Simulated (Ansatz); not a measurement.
# CaF2, response to strain

The parent structure is CaF$_{2}$ in the fluorite structure (space group Fm-3m, No. 225; a = 5.439 Å). Axes: x, y, z lie along the cube axes.

Strains are applied to the cell and any free atomic positions relax; under biaxial strain the out-of-plane vector relaxes too; under stress the whole cell relaxes.

Level of theory: Ansatz (an electronic-structure program) r2SCAN, scalar-relativistic without spin-orbit coupling.

```csv
change,band gap,gap character,space group
base,8.03 eV,"indirect, X → Γ",Fm-3m (No. 225)
"biaxial strain −0.23 %, plane normal [001], relaxed out of plane",8.04 eV,"indirect, X → Γ",I4/mmm (No. 139)
isotropic strain −5.15 %,9.04 eV,"indirect, X → Γ",Fm-3m (No. 225)
tensor shear ε_xz = −0.37 %,8.03 eV,"indirect, T → Γ",Immm (No. 71)
"uniaxial stress, 2 GPa tension along z",7.95 eV,"indirect, X → Γ",I4/mmm (No. 139)
```

Beyond what the load breaks, stability against distortions was not tested. k-point labels follow each cell's own Brillouin zone.
